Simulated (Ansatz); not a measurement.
## Te2Mo: relaxation of cell and atoms with RPBE

Te2Mo:

```xyz
12
Lattice="6.3464 0.0000 0.0000 0.0000 3.4942 0.0000 -0.5490 0.0000 14.8562" Properties=species:S:1:pos:R:3 pbc="T T T"
Te    0.1800    1.7471    5.9631
Te    5.6131    0.0000    8.8977
Te    3.4010    0.0000    5.3789
Te    2.3947    1.7471    9.4823
Te    0.5021    0.0000    2.0490
Te    5.2987    1.7471   12.8023
Te    3.6338    1.7471    1.4641
Te    2.1666    0.0000   13.3877
Mo    1.7506    0.0000    7.5295
Mo    4.0433    1.7471    7.3318
Mo    1.1482    1.7471    0.0970
Mo    4.6525    0.0000   14.7535
```

The cell is a database's computed one.

```yaml
Program: Ansatz 0.2.0
Task: relaxation of cell and atoms
Functional: RPBE
Potentials_or_basis: Ansatz PAW
Cutoff: "420 eV (not typed: the program's choice for these potentials)"
k_mesh: 3 × 6 × 2
Occupations: fermi-dirac, width 0.05 eV
Spin: no spin polarisation
```

```yaml
Relaxed_volume: 34.94 Å³/atom
Relaxed_cell: a = 6.418 Å, b = 3.499 Å, c = 18.679 Å, α = 90.00°, β = 91.35°, γ = 90.00°
Space_group_after_relaxing_to_0.05_Å: P2_1/m (No. 11)
Energy_gained_by_relaxing: 27.4 meV/atom
Ionic_steps: 15
Pressure_after_relaxing: 0.0 GPa
Band_gap_on_the_k_mesh: none (metal or under the smearing width)
```

Step by step:
```csv
step,energy change (eV),largest force (eV/Å),volume (Å³)
1,0.0000,0.3308,329.45
2,-0.1132,0.0891,342.79
3,-0.1651,0.0781,350.73
4,-0.2210,0.0696,361.71
5,-0.2590,0.1367,378.52
6,-0.2628,0.0199,382.98
7,-0.2631,0.0013,382.42
8,-0.2907,0.0016,382.42
9,-0.3033,0.0088,389.74
10,-0.3187,0.0312,406.47
11,-0.3210,0.0051,411.19
12,-0.3203,0.0285,421.88
13,-0.3214,0.0122,418.91
14,-0.3214,0.0007,419.31
15,-0.3284,0.0006,419.31
```

Final structure:
```
CELL_PARAMETERS angstrom
6.41816 0.00000 0.02198
0.00000 3.49853 0.00000
-0.50377 0.00000 18.67232
ATOMIC_POSITIONS crystal
Te 0.06435 0.50000 0.42051
Te 0.93520 0.00000 0.57954
Te 0.57274 0.00000 0.38916
Te 0.42681 0.50000 0.61089
Te 0.08840 0.00000 0.11084
Te 0.91206 0.50000 0.88912
Te 0.57570 0.50000 0.07949
Te 0.42475 0.00000 0.92046
Mo 0.31931 0.00000 0.50494
Mo 0.68024 0.50000 0.49511
Mo 0.18137 0.50000 0.00489
Mo 0.81908 0.00000 0.99506
```

Levels at points of the mesh, in eV from the Fermi level:
| k point | band 88 | band 89 | band 90 | band 91 | band 92 | band 93 | band 94 | band 95 | band 96 | band 97 |
| --- | --- | --- | --- | --- | --- | --- | --- | --- | --- | --- |
| (0.00, 0.00, 0.00) | -0.56 | -0.32 | -0.29 | 0.20 | 0.21 | 0.64 | 0.66 | 1.06 | 1.06 | 1.61 |
| (0.00, 0.00, -0.50) | -0.56 | -0.30 | -0.30 | 0.20 | 0.21 | 0.65 | 0.65 | 1.06 | 1.06 | 1.65 |
| (0.00, -0.50, 0.00) | -1.57 | -1.38 | -1.38 | -1.37 | -1.37 | 1.16 | 1.16 | 1.16 | 1.16 | 1.42 |
| (0.00, -0.50, -0.50) | -1.57 | -1.38 | -1.38 | -1.37 | -1.37 | 1.16 | 1.16 | 1.16 | 1.16 | 1.42 |

Wall time 4.9 min on 4 threads of Arm Neoverse V2 (shared host), peak memory 1.5 GiB.

Caveat: the volume moved by over 15 % at a fixed basis, so the end points are rough; the plane-wave basis is chosen anew once the cell has moved, so the energies of steps on either side of that aren't comparable; this functional lacks dispersion, which binds the layers, so the pressure and a relaxed spacing across them are unreliable, and here the layers came unbound; the PAW data sets come from PBE, with cores solved anew for the run's functional, which leaves a small shift of forces and pressure. The run has no spin-orbit coupling, so splittings on Te are missing.
